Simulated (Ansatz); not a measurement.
Input of an Ansatz 0.2.0 run:

input.yaml

```yaml
crystal:
  lattice:
    - [1.4284348394, 0.824707239, 4.5839315268]
    - [-1.4284348394, 0.824707239, 4.5839315268]
    - [0.0, -1.6494144781, 4.5839315268]
  atoms:
    - { symbol: Mn, position: [0.0, 0.0, 0.0], spin: 4.0 }
    - { symbol: O, position: [0.73563551, 0.73563551, 0.73563551] }
    - { symbol: O, position: [0.26436449, 0.26436449, 0.26436449] }
kpoints:
  mp_grid: { grid: [11, 11, 11] }
  band_path:
    path:
      - [0.0, 0.0, 0.0]
      - [0.5, 0.0, 0.0]
      - [0.5, 0.1882457062, -0.1882457062]
    npoints: 6
scf:
  occupations: { method: fermi_dirac, width: 0.05 }
hamiltonian:
  xc: lda
  pseudopotentials: { kind: all_electron, lapw: { basis_error: 0.002 } }
magnetization:
  spin_polarized: true
output:
  forces: true
  stress: true
  eigenvalues: true
```

Potentials or basis: all-electron LAPW, scalar-relativistic.

Command:

```bash
$ ansatz run input.yaml --threads 4 --pin off --max-ram 12288MiB --backend cpu --events-out ev --progress --plain --runs-dir out
```

(1) What does it give for the site moments?

(2) What does it give for the largest force?

(3) What does it give for the pressure?

## Answers

(1) Mn +2.70; O +0.06 μB.

(2) 0.531 eV/Å.

(3) -8.5 GPa.

Caveat: a cell with one magnetic atom can't hold antiferromagnetic order, which such compounds often take.
